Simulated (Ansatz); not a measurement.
# PbO in the WC-type structure

Method: r²SCAN, scalar-relativistic; no spin polarisation; PAW, 500 eV, Γ-centred 12×12×10 mesh, 0.05 eV Gaussian smearing; code Ansatz. The datasets are Ansatz's generated set soft_2.

```yaml
crystal:
  lattice:
    - [3.52608, 0.00000, 0.00000]
    - [-1.76304, 3.05367, 0.00000]
    - [0.00000, 0.00000, 3.26706]
  atoms:
    - { symbol: Pb, position: [0.00000, 0.00000, 0.00000] }
    - { symbol: O, position: [0.66667, 0.33333, 0.50000] }
```

This is a trial structure; measured cells of the compound in the Crystallography Open Database are in space groups Pbcm, P4/nmm.

Path: Γ–M–K–Γ–A–L–H–A | L–M | H–K, with Γ = (0.000, 0.000, 0.000), M = (0.500, 0.000, 0.000), K = (0.333, 0.333, 0.000), A = (0.000, 0.000, 0.500), L = (0.500, 0.000, 0.500), H = (0.333, 0.333, 0.500) in reciprocal vectors of the calculation's cell.

Q: Is it a metal or an insulator, and if it has a gap, where are the band edges on this path?

A: An insulator with a gap of 0.26 eV on the path, the valence band topping at K and the conduction band bottoming at A; the smallest direct gap is 0.36 eV.

Levels between -5 and 3 eV from the Fermi level at the path's named points:
| point | below E_F (eV) | above E_F (eV) |
| --- | --- | --- |
| Γ | -3.08 -2.59 -2.59 |  |
| M | -3.50 -2.30 -2.25 | 1.24 |
| K | -2.21 -0.13 | 2.06 2.73 |
| A | -2.28 -2.28 -0.23 | 0.13 |
| L | -4.87 -4.53 -2.39 | 2.87 |
| H | -4.81 -4.69 -3.03 | 0.27 |

It ran for 28 s on 2 threads of Arm Neoverse V2, on a shared host, peak memory 0.47 GiB.

No spin–orbit coupling, a notable omission for heavy elements. A displaced or strained copy of the relaxed cell lay 4.2 meV/atom lower, so the structure isn't a true minimum at this level.
